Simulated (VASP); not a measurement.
Tl: single point with PBEsol

Tl:

```xyz
1
Lattice="0.6012 2.8006 2.8006 2.8006 0.6012 2.8006 2.8006 2.8006 0.6012" Properties=species:S:1:pos:R:3 pbc="T T T"
Tl    0.0000    0.0000    0.0000
```

This isn't the form of Tl at room conditions, which is hcp.

```
Program                : VASP 6.6.1
Task                   : single point
Functional             : PBEsol
Potentials or basis    : VASP PAW PBE potentials, release 64 (Tl_d)
Cutoff                 : 520 eV
k mesh                 : 18 × 18 × 18
Occupations            : gaussian, width 0.15 eV
Spin                   : no spin polarisation
Dipole correction      : no
Further INCAR settings : ALGO = Fast; EDIFF = 1e-07; NBANDS = 12
```

The pressure is 3.0 GPa and the band gap on the k mesh is none (metal or under the smearing width).

Stress tensor (GPa, compression positive):
```
 3.00 -3.57 -3.57
-3.57  3.00 -3.57
-3.57 -3.57  3.00
```

Levels at points of the mesh, in eV from the Fermi level:
| k point | band 3 | band 4 | band 5 | band 6 | band 7 | band 8 | band 9 | band 10 | band 11 | band 12 |
| --- | --- | --- | --- | --- | --- | --- | --- | --- | --- | --- |
| (0.00, 0.00, 0.00) | -11.80 | -11.22 | -11.22 | -9.98 | 3.20 | 7.06 | 12.57 | 13.34 | 13.34 | 16.92 |
| (0.50, 0.00, 0.00) | -11.38 | -11.26 | -10.85 | -4.17 | -2.68 | 5.08 | 8.34 | 8.85 | 11.80 | 13.03 |
| (0.50, 0.50, 0.00) | -11.29 | -11.15 | -10.85 | -3.48 | -2.07 | 2.39 | 6.10 | 6.79 | 11.30 | 17.15 |
| (0.50, 0.50, 0.50) | -11.81 | -11.18 | -11.18 | -8.19 | -3.40 | 12.15 | 12.35 | 12.35 | 17.06 | 17.11 |

Wall time 2.4 min on 1 thread of AMD EPYC 9R45 96-Core Processor (Zen 5), on a shared host, peak memory 0.3 GiB.

Caveat: the PAW data sets were made with another functional, which shifts forces and pressure a little. Spin-orbit coupling is left out, which matters for the levels of Tl.
